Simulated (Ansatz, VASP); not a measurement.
## BeTe in VASP and in Ansatz

File INCAR:

```
PREC = Accurate ; ENCUT = 520
EDIFF = 1E-6 ; ISMEAR = 0
SIGMA = 0.05 ; LREAL = F
LASPH = T ; NELM = 80
ALGO = Normal ; ISIF = 2
LWAVE = F ; LCHARG = F
GGA = PE ; NBANDS = 11
```

Contents of KPOINTS:

```
regular mesh
0
Gamma
  10 10 10
```

POSCAR

```
BeTe
1.0
    0.0000000000      2.8697579889      2.8697579889
    2.8697579889      0.0000000000      2.8697579889
    2.8697579889      2.8697579889      0.0000000000
Be Te
1 1
Direct
    0.0000000000      0.0000000000      0.0000000000
    0.7500000000      0.7500000000      0.7500000000
```

Input for Ansatz:

```yaml
crystal:
  lattice:
    - [0.0, 2.8697579971, 2.8697579971]
    - [2.8697579971, 0.0, 2.8697579971]
    - [2.8697579971, 2.8697579971, 0.0]
  atoms:
    - { symbol: Be, position: [0.0, 0.0, 0.0] }
    - { symbol: Te, position: [0.75, 0.75, 0.75] }
basis:
  ecutwfc: 420
  ecutrho_ratio: 4
kpoints:
  mp_grid: { grid: [10, 10, 10] }
hamiltonian:
  xc: pbe
scf:
  occupations: { method: gaussian, width: 0.05 }
output:
  forces: true
  stress: true
  eigenvalues: true
  write_density: true
  write_potential: true
  elf: true
  volumetric_format: npy
```

Alike in both runs: task single point; functional PBE; k mesh 10 × 10 × 10; occupations gaussian, width 0.05 eV; no spin polarisation.

|  | VASP | Ansatz |
| --- | --- | --- |
| version | VASP 6.6.1 | Ansatz 0.2.0 |
| potentials or method | VASP PAW PBE potentials, release 64 (Be, Te) | scalar-relativistic, plane waves, PAW |
| plane-wave cutoff (eV) | 520 | 420 |
| valence electrons in the cell | 8 | 18 |

|  | VASP | Ansatz | Ansatz less VASP |
| --- | --- | --- | --- |
| gap on the k mesh at the Fermi level (eV) | 2.11 | 2.12 | +0.012 |
| least direct gap on the mesh (eV) | 3.42 | 3.42 | +0.003 |
| pressure (GPa) | -2.0 | -2.1 | -0.11 |

The two sets of potentials don't hold the same shells in valence.

Caveats: spin-orbit coupling is left out, which moves the levels of the heavy elements. A k mesh can miss the band edges. As with any semilocal functional, this PBE gap is likely too small.
